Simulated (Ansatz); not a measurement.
Space group Fm-3m (No. 225). a = 5.694 Å, b = 5.694 Å, c = 5.694 Å, α = 90.00°, β = 90.00°, γ = 90.00°
| atom | site | symmetry | x | y | z |
| --- | --- | --- | --- | --- | --- |
| Na | 4a | m-3m | 0.0000 | 0.0000 | 0.0000 |
| Cl | 4b | m-3m | 0.5000 | 0.0000 | 0.0000 |

Equation of state of this NaCl structure (not necessarily the ground state), with shape and atoms relaxed at each volume where symmetry leaves them free. Computed with Ansatz 0.2.0, DFT PBE, scalar-relativistic, plane waves, PAW.

Settings: cutoff 420 eV, Γ-centred mesh 8×8×8 on the computed 2-atom cell, Gaussian smearing of 0.02 eV; no spin polarisation.

```csv
V (Å³/atom),E − E(largest V) (meV/atom),P (GPa),gap on mesh (eV)
21.694,1.75,1.72,5.24
22.386,-3.62,0.80,5.11
23.078,-5.34,0.02,5.00
23.771,-3.97,-0.63,4.89
24.463,0.00,-1.19,4.79
```

Q: Fit a third-order Birch–Murnaghan equation to E(V).

A: V0 = 23.10 Å³/atom, B0 = 24 GPa, B0' = 4.6.